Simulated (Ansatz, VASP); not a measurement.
## SiO2: VASP beside Ansatz

Contents of POSCAR:

```
SiO2
1.0
    0.0000000000      2.1987346242      2.1987346242
    2.1987346242      0.0000000000      2.1987346242
    2.1987346242      2.1987346242      0.0000000000
Si O
1 2
Direct
    0.0000000000      0.0000000000      0.0000000000
    0.2500000000      0.2500000000      0.2500000000
    0.7500000000      0.7500000000      0.7500000000
```

INCAR.step1

```
ALGO = Normal ; EDIFF = 1E-4
ENCUT = 520 ; GGA = PE
ISMEAR = 0 ; LASPH = T
LCHARG = F ; LREAL = F
LWAVE = T ; NBANDS = 15
NELM = 60 ; PREC = Accurate
SIGMA = 0.01
```

INCAR.step2

```
ALGO = Normal ; EDIFF = 1E-6
ENCUT = 520 ; ISIF = 2
ISMEAR = 0 ; ISTART = 1
LASPH = T ; LCHARG = T
LELF = T ; LMIXTAU = T
LREAL = F ; LVHAR = T
LWAVE = F ; METAGGA = R2SCAN
NBANDS = 15 ; NELM = 60
PREC = Accurate ; SIGMA = 0.01
```

Contents of KPOINTS:

```
k-points
0
Gamma
  10 10 10
```

Input for Ansatz:

```yaml
crystal:
  lattice:
    - [0.0, 2.1987346242, 2.1987346242]
    - [2.1987346242, 0.0, 2.1987346242]
    - [2.1987346242, 2.1987346242, 0.0]
  atoms:
    - { symbol: Si, position: [0.0, 0.0, 0.0] }
    - { symbol: O, position: [0.25, 0.25, 0.25] }
    - { symbol: O, position: [0.75, 0.75, 0.75] }
kpoints:
  mp_grid: { grid: [10, 10, 10] }
  band_path:
    path:
      - [0.0, 0.0, 0.0]
      - [0.5, 0.0, 0.5]
      - [0.625, 0.25, 0.625]
      - [0.375, 0.375, 0.75]
      - [0.5, 0.5, 0.5]
      - [0.5, 0.25, 0.75]
    npoints: 1
hamiltonian:
  xc: r2scan
scf:
  occupations: { method: fixed }
  n_extra_bands: 4
output:
  forces: true
  stress: true
  eigenvalues: true
```

Change from the starting cell: hydrostatic strain -2.9%.

Alike in both runs: task single point; functional r2SCAN; k mesh 10 × 10 × 10; no spin polarisation.

|  | VASP | Ansatz |
| --- | --- | --- |
| version | VASP 6.6.1 | Ansatz 0.2.0 |
| potentials or method | VASP PAW PBE potentials, release 64 (Si, O) | plane waves, PAW |
| plane-wave cutoff (eV) | 520 | 500 |
| occupations | gaussian, width 0.01 eV | fixed |
| valence electrons in the cell | 16 | 16 |

Ansatz gave:

* gap on the k mesh at the Fermi level (eV): 2.82
* pressure (GPa): 32.6

Problem. Which values does VASP return?

Solution. gap on the k mesh at the Fermi level (eV): 2.78; pressure (GPa): 33.2.

Caveats: so large a pressure means that the cell lies far from this level's equilibrium, or that cutoff or potentials fall short (VASP); the potentials were made for another functional, which shifts forces and pressure (VASP). A k mesh can miss the band edges.
